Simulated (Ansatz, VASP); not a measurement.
**Two plane-wave programs on C**

File INCAR:

```
PREC     = Accurate       # precision mode
ENCUT    = 600            # plane-wave cutoff, eV
EDIFF    = 1E-6           # SCF threshold, eV
ISMEAR   = 0              # smearing method
SIGMA    = 0.02           # smearing width, eV
LREAL    = False          # projectors in reciprocal space
LASPH    = True           # aspherical terms in the spheres
NELM     = 100            # most SCF steps
ALGO     = Normal         # electronic algorithm
ISIF     = 3              # what is computed and relaxed
LWAVE    = False          # write WAVECAR
LCHARG   = False          # write CHGCAR
GGA      = PE             # functional
IVDW     = 12             # dispersion correction
IBRION   = 2              # ionic algorithm
NSW      = 100            # ionic steps
EDIFFG   = -0.005         # ionic threshold
```

Contents of KPOINTS:

```
regular mesh
0
Gamma
  12 12 12
```

Contents of POSCAR:

```
C
1.0
    0.0000000000      1.7834000000      1.7834000000
    1.7834000000      0.0000000000      1.7834000000
    1.7834000000      1.7834000000      0.0000000000
C
2
Direct
    0.5000000000      0.5000000000      0.5000000000
    0.7500000000      0.7500000000      0.7500000000
```

Input for Ansatz:

```yaml
crystal:
  lattice:
    - [0.0, 1.7834, 1.7834]
    - [1.7834, 0.0, 1.7834]
    - [1.7834, 1.7834, 0.0]
  atoms:
    - { symbol: C, position: [0.5, 0.5, 0.5] }
    - { symbol: C, position: [0.75, 0.75, 0.75] }
basis:
  ecutwfc: 420
kpoints:
  mp_grid: { grid: [12, 12, 12] }
hamiltonian:
  xc: pbe
  dispersion: d3bj
scf:
  occupations: { method: gaussian, width: 0.02 }
output:
  forces: true
  stress: true
  eigenvalues: true
relax:
  adjacent_minimum: "off"
  f_tol: 0.005
  max_steps: 80
  cell: { stress_tol: 0.05 }
```

This isn't the form of C at room conditions, which is graphite.

Alike in both runs: task relaxation of cell and atoms; functional PBE; dispersion D3(BJ); k mesh 12 × 12 × 12; occupations gaussian, width 0.02 eV; no spin polarisation.

```csv
,VASP,Ansatz
version,VASP 6.6.1,Ansatz 0.2.0
potentials or method,"VASP PAW PBE potentials, release 64 (C)","scalar-relativistic, plane waves, PAW"
plane-wave cutoff (eV),600,420
valence electrons in the cell,8,8
```

VASP gave:

```
gap on the k mesh at the Fermi level, each at its own relaxed structure (eV) : 4.17
relaxed volume (Å³/atom)                                                     : 5.62
relaxed cell length with the largest relative difference (Å)                 : 2.515
```

Question: Which values does Ansatz return?

Answer: gap on the k mesh at the Fermi level, each at its own relaxed structure (eV): 4.18; relaxed volume (Å³/atom): 5.62; relaxed cell length with the largest relative difference (Å): 2.515.
